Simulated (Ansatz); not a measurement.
# CoPdO2 (R-3m) in Ansatz: equation of state, part 2 of 2

Ansatz 0.2.0.

## (3) Single point, PBE, collinear spin, ferromagnetic start, 10.15 Å³/atom (volume scaled by 0.96)

The input, input.yaml:

```yaml
crystal:
  lattice:
    - [1.4123403745, 0.8154150954, 5.877251279]
    - [-1.4123403745, 0.8154150954, 5.877251279]
    - [0.0, -1.6308301908, 5.877251279]
  atoms:
    - { symbol: Pd, position: [0.0, 0.0, 0.0] }
    - { symbol: Co, position: [0.5, 0.5, 0.5], spin: 2.0 }
    - { symbol: O, position: [0.112476, 0.112476, 0.112476] }
    - { symbol: O, position: [0.887524, 0.887524, 0.887524] }
hamiltonian:
  xc: pbe
  pseudopotentials: { kind: paw }
magnetization:
  spin_polarized: true
kpoints:
  mp_grid: { grid: [11, 11, 11] }
scf:
  occupations: { method: fermi_dirac, width: 0.05 }
output:
  forces: true
  stress: true
  eigenvalues: true
```

Potentials or basis: Ansatz PAW.

Launch:

```bash
> ansatz run input.yaml --threads 2 --pin off --max-ram 5120MiB --backend cpu --events-out ev --progress --plain --runs-dir out
```

Run time: 37 s. Hardware: 2 threads of Intel Xeon at 2.50GHz (Skylake/Cascade Lake), shared host; peak memory 0.56 GiB.

Results (log left out):

| Quantity | Value |
| --- | --- |
| Free energy | -13232.2741 eV |
| Pressure | 8.4 GPa |
| Band gap on the k mesh | none (metal or under the smearing width) |
| Net moment | 0.00 μB per cell |
| Absolute moment | 0.00 μB per cell |

Caveat: the starting moments collapsed, and a magnetic state may lie lower; the pressure holds a Pulay correction of +0.7 GPa for the finite cutoff; semilocal functionals often make such compounds metallic where correlation or magnetic order opens a gap, which also shifts bond lengths; the starting moments weren't kept.

## (4) Single point, PBE, collinear spin, ferromagnetic start, 10.36 Å³/atom (volume scaled by 0.98)

Changes to input.yaml since step 3:

```diff
@@ -2,5 +2,5 @@
   lattice:
-    - [1.4123403745, 0.8154150954, 5.877251279]
-    - [-1.4123403745, 0.8154150954, 5.877251279]
-    - [0.0, -1.6308301908, 5.877251279]
+    - [1.4220809608, 0.8210388255, 5.9177853274]
+    - [-1.4220809608, 0.8210388255, 5.9177853274]
+    - [0.0, -1.642077651, 5.9177853274]
   atoms:
@@ -23 +23,5 @@
   eigenvalues: true
+  write_density: true
+  write_potential: true
+  elf: true
+  volumetric_format: npy
```

Launch:

```bash
> ansatz run input.yaml --threads 2 --pin off --max-ram 5120MiB --backend cpu --events-out ev --progress --plain --runs-dir out
```

Wall time 42 s (2 threads of Intel Xeon at 2.50GHz (Skylake/Cascade Lake), shared host); peak memory 0.58 GiB.

The run converged. Its results:

| Property | Result |
| --- | --- |
| Free energy | -13232.3050 eV |
| Pressure | 3.4 GPa |
| Largest force | 0.077 eV/Å |
| Band gap on the k mesh | none (metal or under the smearing width) |
| Net moment | 0.00 μB per cell |
| Absolute moment | 0.00 μB per cell |

Caveat: the starting moments collapsed, and a magnetic state may lie lower; the pressure holds a Pulay correction of +0.7 GPa for the finite cutoff; semilocal functionals often make such compounds metallic where correlation or magnetic order opens a gap, which also shifts bond lengths; the starting moments weren't kept.

## (5) Single point, PBE, collinear spin, ferromagnetic start, 10.58 Å³/atom

Changes to input.yaml since step 4:

```diff
@@ -2,5 +2,5 @@
   lattice:
-    - [1.4220809608, 0.8210388255, 5.9177853274]
-    - [-1.4220809608, 0.8210388255, 5.9177853274]
-    - [0.0, -1.642077651, 5.9177853274]
+    - [1.4316899074, 0.8265865534, 5.9577715763]
+    - [-1.4316899074, 0.8265865534, 5.9577715763]
+    - [0.0, -1.6531731068, 5.9577715763]
   atoms:
@@ -23,5 +23 @@
   eigenvalues: true
-  write_density: true
-  write_potential: true
-  elf: true
-  volumetric_format: npy
```

Launch:

```bash
> ansatz run input.yaml --threads 2 --pin off --max-ram 5120MiB --backend cpu --events-out ev --progress --plain --runs-dir out
```

Wall time 37 s (2 threads of Intel Xeon at 2.50GHz (Skylake/Cascade Lake), shared host); peak memory 0.57 GiB.

Results (log left out):

| Property | Result |
| --- | --- |
| Free energy | -13232.3110 eV |
| Pressure | -1.0 GPa |
| Largest force | 0.148 eV/Å |
| Band gap on the k mesh | none (metal or under the smearing width) |
| Net moment | 0.00 μB per cell |
| Absolute moment | 0.00 μB per cell |

Caveat: the starting moments collapsed, and a magnetic state may lie lower; the pressure holds a Pulay correction of +0.7 GPa for the finite cutoff; semilocal functionals often make such compounds metallic where correlation or magnetic order opens a gap, which also shifts bond lengths; the starting moments weren't kept.

## (6) Single point, PBE, collinear spin, ferromagnetic start, 10.79 Å³/atom (volume scaled by 1.02)

Changes to input.yaml since step 5:

```diff
@@ -2,5 +2,5 @@
   lattice:
-    - [1.4316899074, 0.8265865534, 5.9577715763]
-    - [-1.4316899074, 0.8265865534, 5.9577715763]
-    - [0.0, -1.6531731068, 5.9577715763]
+    - [1.4411715738, 0.8320607961, 5.9972281671]
+    - [-1.4411715738, 0.8320607961, 5.9972281671]
+    - [0.0, -1.6641215921, 5.9972281671]
   atoms:
```

Potentials or basis: Ansatz PAW.

Launch:

```bash
> ansatz run input.yaml --threads 2 --pin off --max-ram 5120MiB --backend cpu --events-out ev --progress --plain --runs-dir out
```

Run time: 37 s. Hardware: 2 threads of Intel Xeon at 2.50GHz (Skylake/Cascade Lake), shared host; peak memory 0.58 GiB.

Results (log left out):

* Free energy: -13232.2950 eV
* Pressure: -4.9 GPa
* Largest force: 0.214 eV/Å
* Band gap on the k mesh: none (metal or under the smearing width)
* Net moment: 0.00 μB per cell
* Absolute moment: 0.00 μB per cell

Caveat: the starting moments collapsed, and a magnetic state may lie lower; the pressure holds a Pulay correction of +0.7 GPa for the finite cutoff; semilocal functionals often make such compounds metallic where correlation or magnetic order opens a gap, which also shifts bond lengths; the starting moments weren't kept.

## (7) Single point, PBE, collinear spin, ferromagnetic start, 11.00 Å³/atom (volume scaled by 1.04)

Changes to input.yaml since step 6:

```diff
@@ -2,5 +2,5 @@
   lattice:
-    - [1.4411715738, 0.8320607961, 5.9972281671]
-    - [-1.4411715738, 0.8320607961, 5.9972281671]
-    - [0.0, -1.6641215921, 5.9972281671]
+    - [1.450530093, 0.8374639396, 6.0361722983]
+    - [-1.450530093, 0.8374639396, 6.0361722983]
+    - [0.0, -1.6749278793, 6.0361722983]
   atoms:
@@ -23 +23,5 @@
   eigenvalues: true
+  write_density: true
+  write_potential: true
+  elf: true
+  volumetric_format: npy
```

Launch:

```bash
> ansatz run input.yaml --threads 2 --pin off --max-ram 5120MiB --backend cpu --events-out ev --progress --plain --runs-dir out
```

It took 42 s on 2 threads of Intel Xeon at 2.50GHz (Skylake/Cascade Lake), shared host; peak memory 0.59 GiB.

It converged, with:

* Free energy: -13232.2596 eV
* Pressure: -8.4 GPa
* Largest force: 0.277 eV/Å
* Band gap on the k mesh: none (metal or under the smearing width)
* Net moment: 0.00 μB per cell
* Absolute moment: 0.00 μB per cell

Caveat: the starting moments collapsed, and a magnetic state may lie lower; the pressure holds a Pulay correction of +0.6 GPa for the finite cutoff; semilocal functionals often make such compounds metallic where correlation or magnetic order opens a gap, which also shifts bond lengths; the starting moments weren't kept.

## (8) Single point, PBE, collinear spin, ferromagnetic start, 11.21 Å³/atom (volume scaled by 1.06)

Changes to input.yaml since step 7:

```diff
@@ -2,5 +2,5 @@
   lattice:
-    - [1.450530093, 0.8374639396, 6.0361722983]
-    - [-1.450530093, 0.8374639396, 6.0361722983]
-    - [0.0, -1.6749278793, 6.0361722983]
+    - [1.4597693873, 0.8427982487, 6.0746202923]
+    - [-1.4597693873, 0.8427982487, 6.0746202923]
+    - [0.0, -1.6855964974, 6.0746202923]
   atoms:
@@ -23,5 +23 @@
   eigenvalues: true
-  write_density: true
-  write_potential: true
-  elf: true
-  volumetric_format: npy
```

Launch:

```bash
> ansatz run input.yaml --threads 2 --pin off --max-ram 5120MiB --backend cpu --events-out ev --progress --plain --runs-dir out
```

It took 35 s on 2 threads of Intel Xeon at 2.50GHz (Skylake/Cascade Lake), shared host; peak memory 0.58 GiB.

It converged, with:

```yaml
Free_energy: -13232.2068 eV
Pressure: -11.5 GPa
Largest_force: 0.335 eV/Å
Band_gap_on_the_k_mesh: none (metal or under the smearing width)
Net_moment: 0.00 μB per cell
Absolute_moment: 0.00 μB per cell
```

Caveat: the starting moments collapsed, and a magnetic state may lie lower; the pressure holds a Pulay correction of +0.6 GPa for the finite cutoff; semilocal functionals often make such compounds metallic where correlation or magnetic order opens a gap, which also shifts bond lengths; the starting moments weren't kept.

## (9) Equation of state, PBE, collinear spin, ferromagnetic start

Potentials or basis: Ansatz PAW.

No new run: the results of the series are fitted here.

What came out:

| Property | Result |
| --- | --- |
| Equilibrium volume | 10.52 Å³/atom |
| Bulk modulus at fixed shape and positions | 213 GPa |
| Pressure derivative of the bulk modulus | 4.9 |

Energy against volume, from the lowest point:
```tsv
volume (Å³/atom)	energy (meV/atom)
9.941	23.87
10.153	9.24
10.364	1.51
10.576	0.00
10.787	4.01
10.999	12.85
11.210	26.05
```

Caveat: the cell was scaled at fixed shape and fractional positions, which overstates the stiffness of a crystal with free parameters, most of all of layers and chains.
